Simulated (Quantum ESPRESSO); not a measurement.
Crystal: BaS.

```
Ba S
1.0
     0.00000    3.19375    3.19375
     3.19375    0.00000    3.19375
     3.19375    3.19375    0.00000
Ba S
1 1
Cartesian
  0.0000 0.0000 0.0000
  3.1938 3.1938 3.1938
```

Base run:

| Quantity | Value |
| --- | --- |
| Program | Quantum ESPRESSO 7.5 |
| Functional | PBEsol |
| Potentials or basis | PseudoDojo 0.4.1 SR PBEsol standard |
| Cutoff | 707 eV |
| Density cutoff | 2830 eV |
| k mesh | 6 × 6 × 6, shifted |
| Occupations | fermi-dirac, width 0.05 eV |
| Spin | no spin polarisation |

Its results: pressure -0.9 GPa; electronic dielectric tensor (diagonal) 4.97.

Question: The run is repeated on the same cell with these changes: functional from PBEsol to BLYP; potentials or basis from PseudoDojo 0.4.1 SR PBEsol standard to PseudoDojo 0.4.1 SR PBE standard. What comes out?

Answer: Pressure 3.5 GPa; electronic dielectric tensor (diagonal) 4.72.

Caveats: this release of the barium file is off; the potentials were made for another functional, which shifts forces and pressure (some runs); the cell is more than 3 GPa from zero pressure, which shifts response properties (some runs).
